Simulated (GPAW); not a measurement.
Crystal: ZrS2.

```
Zr S
1.0
     3.69138    0.00000    0.00000
    -1.84569    3.19683    0.00000
     0.00000    0.00000    6.04108
Zr S
1 2
Direct
  0.00000 0.00000 0.00000
  0.33333 0.66667 0.23791
  0.66667 0.33333 0.76209
```

The cell is a database's computed one.

| Item | Value |
| --- | --- |
| Program | GPAW 26.7.0 |
| Task | single point |
| Functional | PBE |
| Potentials or basis | GPAW PAW data sets (gpaw-data 1.2.1) |
| Cutoff | 600 eV |
| Basis | pw |
| k mesh | 8 × 8 × 5 |
| Occupations | fermi-dirac, width 0.05 eV |
| Spin | no spin polarisation |

On this cell: pressure 0.2 GPa; largest force 0.016 eV/Å; band gap on the k mesh 1.05 eV, indirect (least direct gap 1.63 eV).

The same run follows on a disturbed copy (atoms moved at random, drawn with an rms of 0.05 Å):

```
Zr S
1.0
     3.69138    0.00000    0.00000
    -1.84569    3.19683    0.00000
     0.00000    0.00000    6.04108
Zr S
1 2
Direct
  0.00233 0.00147 0.00065
  0.32714 0.66818 0.24361
  0.67227 0.34663 0.75504
```

Question: What does the disturbed cell give?

Answer: The energy moves by +6.4 meV/atom; pressure -1.7 GPa; largest force 0.470 eV/Å; band gap on the k mesh 0.95 eV, indirect (least direct gap 1.60 eV).

Forces in eV/Å, atoms in the order of the input:
```
Zr  -0.044  0.046 -0.103
S    0.094  0.096 -0.343
S   -0.051 -0.142  0.446
```

Stress tensor (GPa, compression positive):
```
-1.93 -0.14  0.47
-0.14 -1.52  0.77
 0.47  0.77 -1.62
```

Caveats: an odd mesh through Γ misses points on the zone boundary, where band edges often lie; this functional lacks dispersion, which binds the layers, so the pressure and a relaxed spacing across them are unreliable (some runs).
